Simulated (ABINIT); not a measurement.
# ZnSe (Stilleite) (F-43m) in ABINIT: a series of runs, part 2 of 2

ABINIT 10.8.3 (patched build). The steps go on from the part before.

## 3. Band structure, r2SCAN

run.abi reads:

```
# Datasets: ground state, then fixed potential
ndtset 2

# Pseudopotentials
pp_dirpath "./"
pseudos "Se.GGA_PBE-JTH.xml, Zn.GGA_PBE-JTH.xml"

# Structure
acell 3*1.0
rprim
     0.0000000000     5.3551058920     5.3551058920
     5.3551058920     0.0000000000     5.3551058920
     5.3551058920     5.3551058920     0.0000000000
ntypat 2
znucl 34 30
natom 2
typat 1 2
xred
     0.7500000000     0.7500000000     0.7500000000
     0.0000000000     0.0000000000     0.0000000000

# Plane-wave basis
ecut 707.496042 eV
pawecutdg 48.0

# Exchange and correlation
ixc -497498
usekden 1
pawxcdev 0

# Bands and occupations
occopt 3
tsmear 0.05 eV

# SCF cycle
nstep 100

# Output
iomode 3
prtwf 0
prteig 0
prtebands 0
prtden1 1
prtkden1 1

# Dataset 1
kptopt1 1
ngkpt1 6 6 6
nshiftk1 1
shiftk1 0.0 0.0 0.0
nband1 13
tolvrs1 1.0e-7

# Dataset 2: bands along G-X-W-K-G-L-U-W-L-K
iscf2 -2
getden2 1
getkden2 1
nband2 19
nbdbuf2 4
tolwfr2 1.0e-11
kptopt2 -9
ndivsm2 5
prteig2 1
prtvol2 -3
kptbounds2
     0.0000000000     0.0000000000     0.0000000000
     0.5000000000     0.0000000000     0.5000000000
     0.5000000000     0.2500000000     0.7500000000
     0.3750000000     0.3750000000     0.7500000000
     0.0000000000     0.0000000000     0.0000000000
     0.5000000000     0.5000000000     0.5000000000
     0.6250000000     0.2500000000     0.6250000000
     0.5000000000     0.2500000000     0.7500000000
     0.5000000000     0.5000000000     0.5000000000
     0.3750000000     0.3750000000     0.7500000000
```

Potentials or basis: JTH PAW PBE v2.0.

On the command line:

```bash
$ mpirun --bind-to none -np 4 abinit run.abi > log 2>&1
```

run.abo:

```text
.Version 10.8.3 of ABINIT
 DATASET    1 : space group F-4 3 m (#216); Bravais cF (face-center cubic)
================================================================================
 Values of the parameters that define the memory need for DATASET  1.
     intxc =       0    ionmov =       0      iscf =      17    lmnmax =      18
     lnmax =       6     mgfft =      36  mpssoang =       3    mqgrid =    3001
     natom =       2  nloc_mem =       2    nspden =       1   nspinor =       1
    nsppol =       1      nsym =      24    n1xccc =       1    ntypat =       2
    occopt =       3   xclevel =       2
       mpw =        1960          nfft =       46656          nkpt =          16
Pmy_natom=         1
 PAW method is used; the additional fine FFT grid is defined by:
   mgfftf=        48    nfftf =    110592
================================================================================
================================================================================

[... 1424 lines left out ...]
   0.71817    0.75141    0.77014
 kpt#  87, nband= 19, wtk=  1.00000, kpt=  0.3750  0.3750  0.7500 (reduced coord)
  -0.38114   -0.15846   -0.15425   -0.15048   -0.14648   -0.13758   -0.09128   -0.03213
   0.01631    0.22973    0.30569    0.43821    0.44805    0.46284    0.55077    0.68126
   0.74281    0.74813    0.75536

== END DATASET(S) ==============================================================
================================================================================

 -outvars: echo values of variables after computation  --------
            acell      1.0000000000E+00  1.0000000000E+00  1.0000000000E+00 Bohr
           etotal1    -5.7114055968E+01
            fcart1     2.5140914834E-29  2.5140914834E-29 -7.5422744502E-29
                      -2.5140914834E-29 -2.5140914834E-29  7.5422744502E-29
            rprim      0.0000000000E+00  5.3551058920E+00  5.3551058920E+00
                       5.3551058920E+00  0.0000000000E+00  5.3551058920E+00
                       5.3551058920E+00  5.3551058920E+00  0.0000000000E+00
           strten1    -1.8377395213E-08 -1.8377395212E-08 -1.8377395214E-08
                       0.0000000000E+00  0.0000000000E+00  0.0000000000E+00
           xangst      4.2506999971E+00  4.2506999971E+00  4.2506999971E+00
                       0.0000000000E+00  0.0000000000E+00  0.0000000000E+00
             xred      7.5000000000E-01  7.5000000000E-01  7.5000000000E-01
                       0.0000000000E+00  0.0000000000E+00  0.0000000000E+00
 Calculation completed.
```

Wall time 83 s (4 MPI ranks of Arm Neoverse V2, shared host); peak memory 0.52 GiB.

What came out:

| Property | Result |
| --- | --- |
| Free energy | -1554.1526 eV |
| Pressure | 0.0 GPa |
| Band gap on the k mesh | 1.85 eV, direct |
| Band gap along the path | 1.85 eV, direct |
| Valence electrons inside the program's atomic spheres | Se 4.03; Zn 10.74 |

Levels at the corners of the path, in eV from the valence-band top:
```csv
point,band 6,band 7,band 8,band 9,band 10,band 11,band 12,band 13
Γ,-6.29,0.00,0.00,0.00,1.85,6.31,6.31,6.31
X,-6.11,-4.80,-2.24,-2.24,3.32,3.86,11.49,12.09
W,-5.98,-4.72,-2.82,-2.71,5.83,6.06,7.60,8.22
K,-6.02,-4.76,-3.15,-1.83,3.97,6.04,9.65,9.92
Γ,-6.29,0.00,0.00,0.00,1.85,6.31,6.31,6.31
L,-6.13,-5.31,-0.89,-0.89,3.03,6.86,6.86,9.08
U,-6.02,-4.76,-3.15,-1.83,3.97,6.04,9.65,9.92
W,-5.98,-4.72,-2.82,-2.71,5.83,6.06,7.60,8.22
L,-6.13,-5.31,-0.89,-0.89,3.03,6.86,6.86,9.08
K,-6.02,-4.76,-3.15,-1.83,3.97,6.04,9.65,9.92
```

Caveat: totals of a meta-GGA on PAW files have another zero than those of a GGA; the PAW data sets were made with another functional, which shifts forces and pressure a little.

## 4. Band structure, r2SCAN

Edit run.abi of step 3 so:

```diff
@@ -5,3 +5,3 @@
 pp_dirpath "./"
-pseudos "Se.GGA_PBE-JTH.xml, Zn.GGA_PBE-JTH.xml"
+pseudos "Se.upf, Zn.upf"
 
@@ -22,4 +22,3 @@
 # Plane-wave basis
-ecut 707.496042 eV
-pawecutdg 48.0
+ecut 1578.260402 eV
 
@@ -28,3 +27,4 @@
 usekden 1
-pawxcdev 0
+nc_xccc_gspace 1
+boxcutmin 3.0
 
@@ -50,4 +50,4 @@
 shiftk1 0.0 0.0 0.0
-nband1 13
-tolvrs1 1.0e-7
+nband1 22
+tolvrs1 1.0e-9
 
@@ -57,3 +57,3 @@
 getkden2 1
-nband2 19
+nband2 28
 nbdbuf2 4
```

Potentials or basis: Ansatz NC r2SCAN.

On the command line:

```bash
$ mpirun --bind-to none -np 4 abinit run.abi > log 2>&1
```

Run time: 12 min. Hardware: 4 MPI ranks of Arm Neoverse V2, shared host; peak memory 1.2 GiB.

Results (log left out):

| Property | Result |
| --- | --- |
| Free energy | -9871.3198 eV |
| Pressure | 0.0 GPa |
| Band gap on the k mesh | 1.88 eV, direct |
| Band gap along the path | 1.88 eV, direct |
| Valence electrons inside the program's atomic spheres | Se 13.28; Zn 18.11 |

Levels at the corners of the path, in eV from the valence-band top:
```
point  band 14  band 15  band 16  band 17  band 18  band 19  band 20  band 21  band 22  band 23
    Γ    -6.31    -6.31     0.00     0.00     0.00     1.88     6.33     6.33     6.33    10.60
    X    -6.27    -6.13    -4.79    -2.23    -2.23     3.34     3.88    11.50    12.08    12.08
    W    -6.35    -6.01    -4.70    -2.82    -2.70     5.84     6.09     7.60     8.22    12.57
    K    -6.29    -6.04    -4.74    -3.14    -1.82     4.00     6.06     9.65     9.91    10.31
    Γ    -6.31    -6.31     0.00     0.00     0.00     1.88     6.33     6.33     6.33    10.60
    L    -6.30    -6.15    -5.29    -0.88    -0.88     3.06     6.88     6.88     9.07    11.70
    U    -6.29    -6.04    -4.74    -3.14    -1.82     4.00     6.06     9.65     9.91    10.31
    W    -6.35    -6.01    -4.70    -2.82    -2.70     5.84     6.09     7.60     8.22    12.57
    L    -6.30    -6.15    -5.29    -0.88    -0.88     3.06     6.88     6.88     9.07    11.70
    K    -6.29    -6.04    -4.74    -3.14    -1.82     4.00     6.06     9.65     9.91    10.31
```

## 5. Band structure, r2SCAN

Edit run.abi of step 4 so:

```diff
@@ -5,3 +5,3 @@
 pp_dirpath "./"
-pseudos "Se.upf, Zn.upf"
+pseudos "Se_ONCV_PBE-1.2.upf, Zn_ONCV_PBE-1.2.upf"
 
@@ -22,3 +22,3 @@
 # Plane-wave basis
-ecut 1578.260402 eV
+ecut 1142.878222 eV
 
@@ -27,4 +27,2 @@
 usekden 1
-nc_xccc_gspace 1
-boxcutmin 3.0
 
@@ -50,3 +48,3 @@
 shiftk1 0.0 0.0 0.0
-nband1 22
+nband1 17
 tolvrs1 1.0e-9
@@ -57,3 +55,3 @@
 getkden2 1
-nband2 28
+nband2 23
 nbdbuf2 4
```

Potentials or basis: SG15 NC PBE v1.2.

On the command line:

```bash
$ mpirun --bind-to none -np 4 abinit run.abi > log 2>&1
```

Wall time 2.1 min (4 MPI ranks of Arm Neoverse V2, shared host); peak memory 0.48 GiB.

The run converged. Its results:

```yaml
Free_energy: -5706.8326 eV
Pressure: 0.7 GPa
Band_gap_on_the_k_mesh: 1.79 eV, direct
Band_gap_along_the_path: 1.79 eV, direct
Valence_electrons_inside_the_program's_atomic_spheres: Se 3.30; Zn 18.11
```

Levels at the corners of the path, in eV from the valence-band top:
```tsv
point	band 10	band 11	band 12	band 13	band 14	band 15	band 16	band 17
Γ	-6.55	0.00	0.00	0.00	1.79	6.33	6.33	6.33
X	-6.36	-4.83	-2.23	-2.23	3.29	3.85	11.49	12.10
W	-6.24	-4.72	-2.84	-2.70	5.81	6.08	7.57	8.19
K	-6.28	-4.76	-3.16	-1.82	3.96	6.05	9.63	9.92
Γ	-6.55	0.00	0.00	0.00	1.79	6.33	6.33	6.33
L	-6.38	-5.30	-0.88	-0.88	3.01	6.86	6.86	9.05
U	-6.28	-4.76	-3.16	-1.82	3.96	6.05	9.63	9.92
W	-6.24	-4.72	-2.84	-2.70	5.81	6.08	7.57	8.19
L	-6.38	-5.30	-0.88	-0.88	3.01	6.86	6.86	9.05
K	-6.28	-4.76	-3.16	-1.82	3.96	6.05	9.63	9.92
```

Caveat: the potentials were made for another functional, which shifts forces and pressure.

## 6. The runs side by side

| potentials or basis | cutoff (eV) | fine-grid cutoff | gap on the mesh (eV) | pressure (GPa) |
| --- | --- | --- | --- | --- |
| Ansatz PAW PBE default generated set, frozen core | 490 | 979.61 eV | 1.86 | -0.1 |
| JTH PAW PBE v2.0 | 707 | 1306.15 eV | 1.85 | 0.0 |
| Ansatz NC r2SCAN | 1578 | - | 1.88 | 0.0 |
| SG15 NC PBE v1.2 | 1143 | - | 1.79 | 0.7 |

Alike in all rows: task band structure; level r2SCAN; no spin polarisation; cell as given; k mesh 6 × 6 × 6; smearing fermi-dirac 0.05 eV.

Caveats: totals of a meta-GGA on PAW files have another zero than those of a GGA (some runs); the PAW data sets were made with another functional, which shifts forces and pressure a little (some runs); the atomic spheres overlap (some runs); the potentials were made for another functional, which shifts forces and pressure (some runs).

Absolute energies hang on the potentials; compare differences alone.

## 7. Comparison with measurements

Step 2. Against the measured gap of ZnSe, 2.695 eV (an exciton energy, a little under the gap; 300 K; “Alloy Disordering Effects on the Thermal Conductivity and Energy Gap Temperature Dependence of Cd1−xZnxSe Ternary Crystals Grown by the Bridgman Method”, 2023, pmc:10253836), the calculated 1.86 eV is off by -0.84 eV. Spin-orbit coupling on Se is left out. The value is that of r2SCAN, without temperature or zero-point motion.

Step 3. Measured gap of ZnSe: 2.695 eV (an exciton energy, a little under the gap; 300 K; “Alloy Disordering Effects on the Thermal Conductivity and Energy Gap Temperature Dependence of Cd1−xZnxSe Ternary Crystals Grown by the Bridgman Method”, 2023, pmc:10253836). This calculation gives 1.85 eV (-0.84 eV). Spin-orbit coupling on Se is left out. The value is that of r2SCAN, without temperature or zero-point motion.

Step 4. Against the measured gap of ZnSe, 2.695 eV (an exciton energy, a little under the gap; 300 K; “Alloy Disordering Effects on the Thermal Conductivity and Energy Gap Temperature Dependence of Cd1−xZnxSe Ternary Crystals Grown by the Bridgman Method”, 2023, pmc:10253836), the calculated 1.88 eV is off by -0.82 eV. Spin-orbit coupling on Se is left out. The value is that of r2SCAN, without temperature or zero-point motion.
